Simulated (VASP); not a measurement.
# BN (F-43m) in VASP: a series of runs

Runs on BN. Level: PBE. Tasks: single point.

Everything below comes from runs of VASP 6.6.1. Logs are shortened: lines on timing, memory, paths and dates and some standing lists are left out, and cuts for length are marked.

**The experiment to reproduce.**

A printed reference work, monograph reports, for a bulk crystal of BN at 300 K: band gap 6.4 eV (indirect).

The results are compared with them further down.

**1. The cell of the first run**

The structure is cubic, space group F-43m (No. 216). Conventional cell: a = 3.576 Å, b = 3.576 Å, c = 3.576 Å, α = 90.00°, β = 90.00°, γ = 90.00°. B (site symmetry -43m) has 4 N at 1.55 Å within 2.1 Å. N (site symmetry -43m) has 4 B at 1.55 Å within 2.1 Å.

**2. Single point, PBE (volume scaled by 0.960)**

INCAR

```
  PREC = Accurate
  ENCUT = 520
  EDIFF = 1E-7
  ISMEAR = 0
  SIGMA = 0.05
  LREAL = False
  LASPH = True
  NELM = 100
  ALGO = Normal
  ISIF = 2
  LWAVE = False
  LCHARG = False
  GGA = PE
  NBANDS = 11
```

KPOINTS

```
regular mesh
0
Gamma
  16 16 16
```

POSCAR

```
BN
1.0
    0.0000000000      1.7878485703      1.7878485703
    1.7878485703      0.0000000000      1.7878485703
    1.7878485703      1.7878485703      0.0000000000
B N
1 1
Direct
    0.0000000000      0.0000000000      0.0000000000
    0.7500000000      0.7500000000      0.7500000000
```

Potentials or basis: VASP PAW PBE potentials, release 64 (B, N).

Launch:

```sh
> cat potpaw_PBE.64/B/POTCAR potpaw_PBE.64/N/POTCAR > POTCAR
> mpirun -np 1 vasp_std > vasp.out
```

OUTCAR:

```text
PREC = Accurate
   ENCUT = 520
   EDIFF = 1E-7
   ISMEAR = 0
   LREAL = False
   LASPH = True
   NELM = 100
   ISIF = 2
   GGA = PE

 ion  position               nearest neighbor table
   1  0.000  0.000  0.000-   2 1.55   2 1.55   2 1.55   2 1.55
   2  0.750  0.750  0.750-   1 1.55   1 1.55   1 1.55   1 1.55

  LATTYP: Found a face centered cubic cell.
 ALAT       =     3.5756971406

  Lattice vectors:

 A1 = (   0.0000000000,   1.7878485703,   1.7878485703)
 A2 = (   1.7878485703,   0.0000000000,   1.7878485703)
 A3 = (   1.7878485703,   1.7878485703,   0.0000000000)

Analysis of symmetry for initial positions (statically):
=====================================================================
 Subroutine PRICEL returns:
 Original cell was already a primitive cell.

 Routine SETGRP: Setting up the symmetry group for a
 face centered cubic supercell.

 Subroutine GETGRP returns: Found 24 space group operations
 (whereof 24 operations were pure point group operations)
 out of a pool of 48 trial point group operations.

The static configuration has the point symmetry T_d .

Analysis of symmetry for dynamics (positions and initial velocities):
=====================================================================
 Subroutine PRICEL returns:
 Original cell was already a primitive cell.

 Routine SETGRP: Setting up the symmetry group for a
 face centered cubic supercell.

 Subroutine GETGRP returns: Found 24 space group operations
 (whereof 24 operations were pure point group operations)
 out of a pool of 48 trial point group operations.

The dynamic configuration has the point symmetry T_d .

 Subroutine INISYM returns: Found 24 space group operations
 (whereof 24 operations are pure point group operations),
 and found     1 'primitive' translations

----------------------------------------------------------------------------------------

                                     Primitive cell

  volume of cell :      11.4294

  direct lattice vectors                    reciprocal lattice vectors
     0.000000000  1.787848570  1.787848570    -0.279665744  0.279665744  0.279665744
     1.787848570  0.000000000  1.787848570     0.279665744 -0.279665744  0.279665744
     1.787848570  1.787848570  0.000000000     0.279665744  0.279665744 -0.279665744

  length of vectors
     2.528399696  2.528399696  2.528399696     0.484395277  0.484395277  0.484395277

  position of ions in fractional coordinates (direct lattice)
     0.000000000  0.000000000  0.000000000
[... 81 lines left out ...]
   NSW    =      0    number of steps for IOM
   IBRION =     -1    ionic relax: 0-MD 1-quasi-New 2-CG
   NFREE  =      0    steps in history (QN), initial steepest desc. (CG)
   ISIF   =      2    stress and relaxation
   ISYM   =      2    0-nonsym 1-usesym 2-fastsym
   POTIM  = 0.5000    time-step for ionic-motion
   TEBEG  =    0.0;   TEEND  =   0.0 temperature during run
   PSTRESS=    0.0 pullay stress
   NELECT =       8.0000    total number of electrons
   NUPDOWN=      -1.0000    fix difference up-down
   EMIN   =  10.00;   EMAX   =-10.00  energy-range for DOS
   EFERMI =   0.00;   METHOD = LEGACY
   ISMEAR =     0;   SIGMA  =   0.05  broadening in eV -4-tet -1-fermi 0-gaus
   EFERMI_NEDOS =   21; number of points for ismear=-14 and -15
   IALGO  =     38    algorithm
   IMIX   =      4    mixing-type and parameters
     AMIX     =   0.40;   BMIX     =  1.00
     AMIX_MAG =   1.60;   BMIX_MAG =  1.00
  volume/ion in A,a.u.               =       5.71        38.56
  Fermi-wavevector in a.u.,A,eV,Ry     =   1.453553  2.746816 28.746597  2.112815
  Thomas-Fermi vector in A             =   2.570806
   LORBIT       =      0    0 simple, 1 ext, 2 COOP (PROOUT), +10 PAW based schemes
   GGA     = PE    functional components
   LHFCALC =     F    Hartree Fock is set to
   AEXX    =    0.0000 exact exchange contribution
   IVDW    =     0    specifies the selected vdW correction
   LEPSILON=     F    determine dielectric tensor
   LRPA    =     F    only Hartree local field effects (RPA)
 non-spin polarized calculation
 Gauss-broadening in eV      SIGMA  =   0.05
  energy-cutoff  :      520.00
  volume of cell :       11.43
 maximum number of plane-waves:       331
   NGX =  9   NGY =  9   NGZ =  9

 number of electron       7.9999998 magnetization

 Free energy of the ion-electron system (eV)
  ---------------------------------------------------
  ext. energy  EPLUGINS =         0.00000000
  ---------------------------------------------------
  free energy    TOTEN  =       -17.42575795 eV

  energy without entropy =      -17.42575795  energy(sigma->0) =      -17.42575795

 E-fermi :   8.1830     XC(G=0): -12.9847

 val. band max:        7.8121868284   @ k =   0.0000   0.0000   0.0000
 cond. band min:      12.3056580501   @ k =   0.5000   0.5000   0.0000
 fundamental gap:      4.4934712217
 Fermi energy:         8.1829754552

 k-point     1 :       0.0000    0.0000    0.0000
  band No.  band energies     occupation
      1     -12.7964      2.00000
      2       7.8122      2.00000
      3       7.8122      2.00000
      4       7.8122      2.00000
      5      16.7884      0.00000
      6      16.7884      0.00000
      7      16.7884      0.00000
      8      18.7004      0.00000
      9      33.1869      0.00000
     10      35.9837      0.00000
     11      35.9837      0.00000
[... 309 lines left out ...]
 k-point    24 :      -0.0625    0.0625    0.0000
  band No.  band energies     occupation
      1     -12.5362      2.00000
      2       6.6625      2.00000
      3       7.1530      2.00000
      4       7.7139      2.00000
      5      17.0052      0.00000
      6      17.0558      0.00000
      7      17.5204      0.00000
      8      19.4620      0.00000
      9      32.3458      0.00000
     10      32.4647      0.00000
     11      34.6856      0.00000

 [... further k-points ...]
[... 5 lines left out ...]
  --------------------------------------------------------------------------------------
  -------------------------------------------------------------------------------------
  Total        1.1924761      1.1924761      1.1924761      0.0000000      0.0000000     -0.0000000
  in kB      167.1621978    167.1621978    167.1621978      0.0000000      0.0000000     -0.0000000
  external PRESSURE =     167.1621978 kB  Pullay stress =       0.0000000 kB

 VOLUME and BASIS-vectors are now :
 -----------------------------------------------------------------------------
  energy-cutoff  :      520.00
  volume of cell :       11.43
      direct lattice vectors                 reciprocal lattice vectors
     0.000000000  1.787848570  1.787848570    -0.279665744  0.279665744  0.279665744
     1.787848570  0.000000000  1.787848570     0.279665744 -0.279665744  0.279665744
     1.787848570  1.787848570  0.000000000     0.279665744  0.279665744 -0.279665744

 POSITION                                       TOTAL-FORCE (eV/Angst)
 -----------------------------------------------------------------------------------
      0.00000      0.00000      0.00000         0.000000      0.000000      0.000000
      2.68177      2.68177      2.68177        -0.000000     -0.000000     -0.000000
 -----------------------------------------------------------------------------------
    total drift:                               -0.000000     -0.000000     -0.000000

  FREE ENERGIE OF THE ION-ELECTRON SYSTEM (eV)
  ---------------------------------------------------
  free  energy   TOTEN  =       -17.4257579475 eV

  energy  without entropy=      -17.4257579475  energy(sigma->0) =      -17.42575795
```

OSZICAR:

```text
N       E                     dE             d eps       ncg     rms          rms(c)
DAV:   1     0.114180452909E+02    0.11418E+02   -0.49885E+03  3270   0.725E+02
DAV:   2    -0.179268550608E+02   -0.29345E+02   -0.28486E+02  3839   0.169E+02
DAV:   3    -0.184430265293E+02   -0.51617E+00   -0.51529E+00  3790   0.191E+01
DAV:   4    -0.184436200782E+02   -0.59355E-03   -0.59354E-03  3418   0.714E-01
DAV:   5    -0.184436205868E+02   -0.50864E-06   -0.50863E-06  3709   0.210E-02    0.690E+00
DAV:   6    -0.175237073542E+02    0.91991E+00   -0.28850E+00  3349   0.998E+00    0.339E+00
DAV:   7    -0.174407358666E+02    0.82971E-01   -0.11989E-01  3613   0.282E+00    0.197E+00
DAV:   8    -0.174254663040E+02    0.15270E-01   -0.36898E-02  3593   0.141E+00    0.211E-01
DAV:   9    -0.174256702980E+02   -0.20399E-03   -0.90961E-04  3376   0.260E-01    0.867E-02
DAV:  10    -0.174257530188E+02   -0.82721E-04   -0.11668E-04  3537   0.922E-02    0.155E-02
DAV:  11    -0.174257579208E+02   -0.49020E-05   -0.84146E-06  3621   0.240E-02    0.106E-02
DAV:  12    -0.174257579472E+02   -0.26356E-07   -0.14675E-06  3553   0.835E-03    0.618E-04
DAV:  13    -0.174257579475E+02   -0.36221E-09   -0.21575E-08  1697   0.144E-03
   1 F= -.17425758E+02 E0= -.17425758E+02  d E =-.270178E-28
```

stdout:

```text
POSCAR found type information on POSCAR B N
 POSCAR found :  2 types and       2 ions
 scaLAPACK will be used
 LDA part: xc-table for (Slater+PW92), standard interpolation
 POSCAR, INCAR and KPOINTS ok, starting setup
 FFT: planning ... GRIDC
 FFT: planning ... GRID_SOFT
 FFT: planning ... GRID
 WAVECAR not read
 entering main loop
```

It took 7.5 s on 1 thread of Intel Xeon 6975P-C (Granite Rapids), shared host; peak memory 0.13 GiB.

What came out:

| Quantity | Value |
| --- | --- |
| Free energy | -17.4258 eV |
| Pressure | 16.7 GPa |
| Band gap on the k mesh | 4.49 eV, indirect (least direct gap 8.98 eV) |

Levels at points of the mesh, in eV from the valence-band top:
| k point | band 1 | band 2 | band 3 | band 4 | band 5 | band 6 | band 7 | band 8 | band 9 |
| --- | --- | --- | --- | --- | --- | --- | --- | --- | --- |
| (0.00, 0.00, 0.00) | -20.61 | 0.00 | 0.00 | 0.00 | 8.98 | 8.98 | 8.98 | 10.89 | 25.37 |
| (0.50, 0.00, 0.00) | -16.23 | -11.00 | -2.00 | -2.00 | 10.58 | 10.89 | 10.89 | 15.60 | 23.93 |
| (0.50, 0.50, 0.00) | -14.82 | -9.13 | -5.07 | -5.07 | 4.49 | 9.42 | 18.43 | 18.43 | 21.35 |

Caveat: the cell differs from its parent crystal (volume scaled by 0.960). A k mesh can miss the band edges.

**3. Single point, PBE**

This run uses another cell than the first one, of 5.96 Å³/atom, 1.044 times its volume.

INCAR

```
SYSTEM = BN
ALGO = Normal
EDIFF = 1E-6
ENCUT = 520
GGA = PE
ISIF = 2
ISMEAR = 0
LASPH = .True.
LCHARG = .True.
LELF = .True.
LREAL = .False.
LVHAR = .True.
LWAVE = .False.
NBANDS = 11
NELM = 80
PREC = Accurate
SIGMA = 0.05
```

KPOINTS

```
k-points
0
Gamma
  16 16 16
  0 0 0
```

POSCAR

```
BN
1.0
    0.0000000000      1.8135050275      1.8135050275
    1.8135050275      0.0000000000      1.8135050275
    1.8135050275      1.8135050275      0.0000000000
B N
1 1
Direct
    0.0000000000      0.0000000000      0.0000000000
    0.7500000000      0.7500000000      0.7500000000
```

Potentials or basis: VASP PAW PBE potentials, release 64 (B, N).

Launch:

```sh
> cat potpaw_PBE.64/B/POTCAR potpaw_PBE.64/N/POTCAR > POTCAR
> mpirun -np 1 vasp_std > vasp.out
```

Run time: 7.1 s. Hardware: 1 thread of Intel Xeon 6975P-C (Granite Rapids), shared host; peak memory 0.13 GiB.

Results (log left out):

```
Free energy            : -17.4510 eV
Pressure               : -0.5 GPa
Band gap on the k mesh : 4.45 eV, indirect (least direct gap 8.77 eV)
```

Levels at points of the mesh, in eV from the valence-band top:
| k point | band 1 | band 2 | band 3 | band 4 | band 5 | band 6 | band 7 | band 8 | band 9 |
| --- | --- | --- | --- | --- | --- | --- | --- | --- | --- |
| (0.00, 0.00, 0.00) | -20.12 | 0.00 | 0.00 | 0.00 | 8.77 | 8.77 | 8.77 | 10.19 | 24.57 |
| (0.50, 0.00, 0.00) | -15.95 | -10.60 | -1.92 | -1.92 | 10.02 | 10.65 | 10.65 | 15.15 | 23.32 |
| (0.50, 0.50, 0.00) | -14.59 | -8.85 | -4.86 | -4.86 | 4.45 | 9.18 | 17.77 | 17.77 | 20.62 |

**4. Single point, PBE**

This run uses another cell than the first one, of 5.94 Å³/atom, 1.039 times its volume.

INCAR

```
SYSTEM = BN
ALGO = Normal
EDIFF = 1E-6
ENCUT = 520
GGA = PE
ISIF = 2
ISMEAR = 0
LASPH = .TRUE.
LCHARG = .FALSE.
LREAL = .FALSE.
LWAVE = .FALSE.
NBANDS = 11
NELM = 80
PREC = Accurate
SIGMA = 0.05
```

KPOINTS

```
k-points
0
G
  16 16 16
  0 0 0
```

POSCAR

```
BN
1.0
    0.0000000000      1.8106359998      1.8106359998
    1.8106359998      0.0000000000      1.8106359998
    1.8106359998      1.8106359998      0.0000000000
B N
1 1
Direct
    0.0000000000      0.0000000000      0.0000000000
    0.7500000000      0.7500000000      0.7500000000
```

Launch:

```sh
> cat potpaw_PBE.64/B/POTCAR potpaw_PBE.64/N/POTCAR > POTCAR
> mpirun -np 1 vasp_std > vasp.out
```

It took 6.8 s on 1 thread of Intel Xeon 6975P-C (Granite Rapids), shared host; peak memory 0.12 GiB.

The run converged. Its results:

* Free energy: -17.4508 eV
* Pressure: 1.3 GPa
* Band gap on the k mesh: 4.45 eV, indirect (least direct gap 8.80 eV)

Levels at points of the mesh, in eV from the valence-band top:
| k point | band 2 | band 3 | band 4 | band 5 | band 6 | band 7 |
| --- | --- | --- | --- | --- | --- | --- |
| (0.00, 0.00, 0.00) | 0.00 | 0.00 | 0.00 | 8.80 | 8.80 | 8.80 |
| (0.50, 0.00, 0.00) | -10.64 | -1.93 | -1.93 | 10.08 | 10.68 | 10.68 |
| (0.50, 0.50, 0.00) | -8.88 | -4.88 | -4.88 | 4.45 | 9.20 | 17.84 |

(Part 1 of 2 ends here.)
